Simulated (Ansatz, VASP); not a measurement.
# MoS2 in two plane-wave programs, part 2 of 2

Aim: how closely do two programs agree when they are given the same cell, functional and k mesh? The structure shown is the end of the Ansatz relaxation below.

VASP 6.6.1 and Ansatz 0.2.0.

So far. Step 3 (VASP: single point, PBE with D3(BJ), pair 1): The run ends at a pressure of -0.05 GPa, with forces up to 0.011 eV/Å.

## (6) VASP: single point, PBE with D3(BJ), pair 2

Level of this step: PBE with D3(BJ), no spin polarisation; plane waves and PAW (Mo_sv, S) (VASP).

The same cell, functional, mesh and smearing now go to VASP, with its own data sets.

Input file INCAR:

```
SYSTEM = MoS2
PREC = Accurate
ENCUT = 500
EDIFF = 1E-06
NELM = 120
ISMEAR = -1
SIGMA = 0.02
LREAL = .FALSE.
ALGO = Normal
GGA = PE
IVDW = 12
NBANDS = 32
LASPH = .TRUE.
LORBIT = 11
LWAVE = .FALSE.
LCHARG = .FALSE.
ISIF = 2
GGA_COMPAT = .FALSE.
EFERMI = MIDGAP
KPAR = 2
```

Input file POSCAR:

```
MoS2
1.0
    3.1516272354      0.0000000000      0.0000000000
   -1.5758136177      2.7293892491      0.0000000000
    0.0000000000      0.0000000000     24.2922960000
Mo S
2 4
Direct
    0.6666666647      0.3333333353      0.3753531109
    0.3333333353      0.6666666647      0.6246468891
    0.3333333315      0.6666666685      0.3108134389
    0.3333333315      0.6666666685      0.4398174896
    0.6666666685      0.3333333315      0.5601825104
    0.6666666685      0.3333333315      0.6891865611
```

Input file KPOINTS:

```
Automatic mesh
0
Gamma
12 12 2
0 0 0
```

The projector-augmented-wave data sets are Mo_sv and S (PBE family, release 64).

Run with:

```bash
$ mpirun -np 2 vasp_std
```

Numbers of over 12 decimals in the logs are rounded to 6 here.

Output:

```text
[banner, memory and clock lines left out]
running    2 mpi-ranks, on    1 nodes
[...]
LDA part: xc-table for (Slater+PW92), standard interpolation
 POSCAR, INCAR and KPOINTS ok, starting setup
[...]
entering main loop
       N       E                     dE             d eps       ncg     rms          rms(c)
DAV:   1     0.429453276504E+03    0.42945E+03   -0.27757E+04  2976   0.136E+03
DAV:   2    -0.185052147185E+02   -0.44796E+03   -0.43672E+03  3144   0.338E+02
DAV:   3    -0.457321992699E+02   -0.27227E+02   -0.26943E+02  3096   0.759E+01
DAV:   4    -0.465155988488E+02   -0.78340E+00   -0.78031E+00  3184   0.129E+01
[...]
DAV:  22    -0.436194321098E+02   -0.80452E-05   -0.54089E-07  1928   0.145E-03    0.501E-04
DAV:  23    -0.436194337022E+02   -0.15924E-05   -0.73761E-08  1696   0.575E-04    0.221E-04
DAV:  24    -0.436194344052E+02   -0.70292E-06   -0.54586E-08  1616   0.465E-04
   1 F= -.45875474E+02 E0= -.45875474E+02  d E =-.338611E-14
```

From OUTCAR (step 6):

```text
 Edisp (eV)   -2.25604

  Total      -0.07481    -0.07481    -0.13207    -0.00000     0.00000     0.00000
  in kB      -0.57361    -0.57361    -1.01263    -0.00000     0.00000     0.00000
  external pressure =       -0.72 kB  Pullay stress =        0.00 kB

 POSITION                                       TOTAL-FORCE (eV/Angst)
 -----------------------------------------------------------------------------------
      1.57581      0.90980      9.11819        -0.000000      0.000000     -0.005289
      0.00000      1.81959     15.17411         0.000000     -0.000000      0.005289
     -0.00000      1.81959      7.55037        -0.000000      0.000000      0.015504
     -0.00000      1.81959     10.68418        -0.000000      0.000000     -0.013539
      1.57581      0.90980     13.60812        -0.000000      0.000000      0.013539
      1.57581      0.90980     16.74192         0.000000      0.000000     -0.015504
 -----------------------------------------------------------------------------------
    total drift:                               -0.000000      0.000000     -0.000000

  FREE ENERGIE OF THE ION-ELECTRON SYSTEM (eV)
  ---------------------------------------------------
  free  energy   TOTEN  =       -45.8754744970 eV

  energy  without entropy=      -45.8754744970  energy(sigma->0) =      -45.87547450

[... 3 further parts left out ...]
[key lines of the parts left out:]
E-fermi :   1.7251
```

The run ends at a pressure of -0.07 GPa, with forces up to 0.016 eV/Å.

## (7) Differences

Both answers:

```
              quantity  Ansatz   VASP  difference
        pressure (GPa)   -0.01  -0.07       +0.06
gap on the k mesh (eV)   1.208  1.222      -0.013
```

At this near-relaxed geometry the largest component of a force difference is 13 meV/Å. A gap on the mesh is an upper bound, since the band edges may lie between its points. With vacuum in the cell, a pressure given here is an average over mostly empty space and none of the material.

## (8) Ansatz: relaxation, PBE with D3(BJ)

This run makes the geometry at which the two programs are then compared. This pair takes another cell of the material, with 9 atoms against 6 for the pair before.

The structure compared here is the end of the Ansatz relaxation.

Input file input.yaml:

```yaml
crystal:
  lattice:
    - [3.169, 0.0, 0.0]
    - [-1.5845, 2.7444345, 0.0]
    - [0.0, 0.0, 30.454296]
  atoms:
    - { symbol: Mo, position: [0.66666667, 0.33333333, 0.29766401] }
    - { symbol: Mo, position: [0.33333333, 0.66666667, 0.5] }
    - { symbol: Mo, position: [0.66666667, 0.33333333, 0.70233599] }
    - { symbol: S, position: [0.33333333, 0.66666667, 0.24627067] }
    - { symbol: S, position: [0.33333333, 0.66666667, 0.34905735] }
    - { symbol: S, position: [0.33333333, 0.66666667, 0.65094265] }
    - { symbol: S, position: [0.66666667, 0.33333333, 0.44860666] }
    - { symbol: S, position: [0.33333333, 0.66666667, 0.75372933] }
    - { symbol: S, position: [0.66666667, 0.33333333, 0.55139334] }
kpoints:
  mp_grid: { grid: [12, 12, 2] }
scf:
  occupations: { method: fermi_dirac, width: 0.02 }
hamiltonian:
  xc: pbe
  pseudopotentials: { kind: paw, azcp: { folder: soft_1 } }
  dispersion: d3bj
basis:
  ecutwfc: 600
output:
  forces: true
  stress: true
relax:
  f_tol: 0.005
  max_steps: 70
  cell: { stress_tol: 0.02, p_target: 0, fix: [c, alpha, beta, gamma] }
```

Run with:

```bash
$ ansatz run input.yaml --threads 4 --pin off --max-ram 10240MiB --backend cpu --events-out ev --progress --plain --runs-dir out
```

Output:

```text
[...]
Crystal: 9 atoms, lattice volume = 264.864 Å³
Basis set: ecut = 600 eV, 8833 PW (Γ), exchange–correlation on 54×54×500 points (8 copies of the dense FFT grid, shifted against one another)
Bands: 48, of which v1, the nominal top of the filled ones, is band 39 counted from 1 (38 counted from 0)
Symmetry: 4 space group operations
k-points: 86 of 288 (time reversal used)
[...]
- { symbol: Mo, position: [0.333333, 0.666667, 0.500000] }
    - { symbol: Mo, position: [0.666667, 0.333333, 0.698794] }
    - { symbol: S, position: [0.333333, 0.666667, 0.249724] }
    - { symbol: S, position: [0.333333, 0.666667, 0.352636] }
    - { symbol: S, position: [0.333333, 0.666667, 0.647364] }
    - { symbol: S, position: [0.666667, 0.333333, 0.448595] }
    - { symbol: S, position: [0.333333, 0.666667, 0.750276] }
    - { symbol: S, position: [0.666667, 0.333333, 0.551405] }
[key lines of the parts left out:]
SCF converged after 6 iterations
Free energy (F): -20291.960164 eV
Fermi energy:    5.092085 eV
P = ⅓ Tr σ = -0.0056 GPa (-0.056 kbar)
```

## (9) VASP: single point, PBE with D3(BJ), pair 3

The same cell, functional, mesh and smearing now go to VASP, with its own data sets.

Edit INCAR of step 6 so:

```diff
@@ -11,3 +11,3 @@
 IVDW = 12
-NBANDS = 32
+NBANDS = 48
 LASPH = .TRUE.
```

Input file POSCAR:

```
MoS2
1.0
    3.1508229239      0.0000000000      0.0000000000
   -1.5754114619      2.7286926949      0.0000000000
    0.0000000000      0.0000000000     30.4542960000
Mo S
3 6
Direct
    0.6666666679      0.3333333321      0.3012064786
    0.3333333310      0.6666666690      0.5000000000
    0.6666666679      0.3333333321      0.6987935214
    0.3333333347      0.6666666653      0.2497243041
    0.3333333343      0.6666666657      0.3526363828
    0.3333333343      0.6666666657      0.6473636172
    0.6666666643      0.3333333357      0.4485950173
    0.3333333347      0.6666666653      0.7502756959
    0.6666666643      0.3333333357      0.5514049827
```

KPOINTS is that of step 6.

Run with:

```bash
$ mpirun -np 2 vasp_std
```

Output:

```text
[banner, memory and clock lines left out]
running    2 mpi-ranks, on    1 nodes
[...]
LDA part: xc-table for (Slater+PW92), standard interpolation
 POSCAR, INCAR and KPOINTS ok, starting setup
[...]
entering main loop
       N       E                     dE             d eps       ncg     rms          rms(c)
DAV:   1     0.671801490669E+03    0.67180E+03   -0.42226E+04  4440   0.140E+03
DAV:   2    -0.230877793198E+02   -0.69489E+03   -0.67391E+03  4480   0.356E+02
DAV:   3    -0.679803826450E+02   -0.44893E+02   -0.44004E+02  4536   0.802E+01
DAV:   4    -0.697056637784E+02   -0.17253E+01   -0.17158E+01  4888   0.148E+01
[...]
DAV:  23    -0.653935459524E+02   -0.10242E-04   -0.54026E-07  2832   0.127E-03    0.533E-04
DAV:  24    -0.653935474362E+02   -0.14838E-05   -0.50171E-08  2448   0.514E-04    0.283E-04
DAV:  25    -0.653935482884E+02   -0.85219E-06   -0.42694E-08  2432   0.302E-04
   1 F= -.68958123E+02 E0= -.68958123E+02  d E =-.423306E-12
```

Parts of OUTCAR (step 9):

```text
 Edisp (eV)   -3.56457

  Total      -0.10966    -0.10966    -0.19522    -0.00000     0.00000     0.00000
  in kB      -0.67099    -0.67099    -1.19457    -0.00000     0.00000     0.00000
  external pressure =       -0.85 kB  Pullay stress =        0.00 kB

 POSITION                                       TOTAL-FORCE (eV/Angst)
 -----------------------------------------------------------------------------------
      1.57541      0.90956      9.17303        -0.000000     -0.000000     -0.000852
     -0.00000      1.81913     15.22715        -0.000000     -0.000000      0.000000
      1.57541      0.90956     21.28126        -0.000000      0.000000      0.000852
      0.00000      1.81913      7.60518         0.000000     -0.000000      0.011981
      0.00000      1.81913     10.73929         0.000000      0.000000     -0.012918
      0.00000      1.81913     19.71500         0.000000      0.000000      0.012918
      1.57541      0.90956     13.66165         0.000000     -0.000000      0.013216
      0.00000      1.81913     22.84912         0.000000     -0.000000     -0.011981
      1.57541      0.90956     16.79265         0.000000     -0.000000     -0.013216
 -----------------------------------------------------------------------------------
    total drift:                               -0.000001      0.000001      0.000000

  FREE ENERGIE OF THE ION-ELECTRON SYSTEM (eV)
  ---------------------------------------------------
  free  energy   TOTEN  =       -68.9581230206 eV

  energy  without entropy=      -68.9581230206  energy(sigma->0) =      -68.95812302

[... 3 further parts left out ...]
[key lines of the parts left out:]
E-fermi :   3.0303
```

The run ends at a pressure of -0.08 GPa, with forces up to 0.013 eV/Å.

## (10) Side by side

Compared:

```
              quantity  Ansatz   VASP  difference
        pressure (GPa)   -0.01  -0.08       +0.08
gap on the k mesh (eV)   1.007  1.021      -0.014
```

At this near-relaxed geometry the largest component of a force difference is 13 meV/Å. A gap on the mesh is an upper bound, since the band edges may lie between its points. With vacuum in the cell, a pressure given here is an average over mostly empty space and none of the material.

## (11) Results

| Item | Value |
| --- | --- |
| difference in gap on the k mesh (single point, PBE with D3(BJ), pair 1) | -0.0041 eV |
| difference in gap on the k mesh (single point, PBE with D3(BJ), pair 2) | -0.013 eV |
| difference in gap on the k mesh (single point, PBE with D3(BJ), pair 3) | -0.014 eV |

The difference in gap on the k mesh is -0.014 eV (single point, PBE with D3(BJ), pair 3), within the 0.08 eV picked in this series as the mark of a large difference. Such differences can come from data sets, numerical settings and the points named under the comparisons, not from the functional's error against experiment.

[Lines on the potential files, build, host, timing and source positions are cut from VASP's logs without a mark.]

[Logs are printed without paths, hosts, clocks, repeated set-up lines and the standing remarks that a program may print on its own settings, such as how far it seeks lower states.]

[Hosts, paths, dates, database ids (printed as entryN), source tags and the programs' standing remarks are cut or masked in the printed files.]
